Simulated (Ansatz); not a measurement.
# TiTe2: the cost of one run

Program: Ansatz 0.2.0. Level of theory: DFT r2SCAN+U, scalar-relativistic, plane waves, PAW. These are calculated values, not measurements.

1 further run of the same task is left out (set aside as unsound or not needed). Runs told in other sessions of the task aren't counted.

## 1. The starting structure

The structure is tetragonal, space group I4_1/amd (No. 141). The conventional cell has a = 3.797 Å, b = 3.797 Å, c = 9.660 Å, α = 90.00°, β = 90.00°, γ = 90.00°. Ti (site symmetry -4m2) is surrounded by 6 O at 1.95 to 1.99 Å. Around O (site symmetry 2mm) lie 3 Ti at 1.95 to 1.99 Å.

Coordinates:

```xyz
6
Lattice="2.6848 -2.6848 -0.0202 2.6848 2.6848 -0.0202 -2.6486 0.0000 4.8501" Properties=species:S:1:pos:R:3 pbc="T T T"
Ti    2.0226    2.0136    1.1924
Ti    0.6983   -2.0136    3.6174
O    -0.6472   -0.6712    3.2038
O     3.3682    0.6712    1.6060
O     2.0439   -0.6712    4.0311
O     0.6770    0.6712    0.7787
```

It goes back to an entry of the Materials Project, which need not be the stable form.

This cell was relaxed beforehand with the same method: volume 11.61 Å³/atom, gap on the mesh 3.16 eV.

## 2. O → Te: the starting cell

The start of TiTe2: fractional positions of relaxed TiO2, cell scaled by 1.303, a guess from tabulated radii.

## 3. A first look at the start (TiTe2)

Contents of input.yaml:

```yaml
crystal:
  lattice:
    - [3.4987193377, -3.4987272222, -0.0262700297]
    - [3.4987193377, 3.4987272222, -0.0262700297]
    - [-3.4515433408, 0.0, 6.3205478692]
  atoms:
    - { symbol: Ti, position: [0.1249948932, 0.8750051068, 0.25] }
    - { symbol: Ti, position: [0.8750051068, 0.1249948932, 0.75] }
    - { symbol: Te, position: [0.3311340165, 0.0811286177, 0.6622697764] }
    - { symbol: Te, position: [0.6688659835, 0.9188713823, 0.3377302236] }
    - { symbol: Te, position: [0.9188713823, 0.6688659835, 0.8377302236] }
    - { symbol: Te, position: [0.0811286177, 0.3311340165, 0.1622697764] }
basis:
  ecutwfc: 500
kpoints:
  mp_grid: { grid: [4, 4, 4] }
hamiltonian:
  xc: r2scan
  hubbard: { sites: [{ species: Ti, l: d, u_eff: 4.0 }] }
scf:
  occupations: { method: gaussian, width: 0.1 }
output:
  forces: true
  stress: true
  eigenvalues: true
```

The run is started by

```sh
ansatz run input.yaml --threads 1 --pin off --max-ram 2560MiB --backend cpu --events-out ev --progress --plain --runs-dir out
```

Q: Estimate wall time and peak memory on 1 thread of Arm Neoverse V1, shared host.

About 44 s, with a peak of 1 GiB.
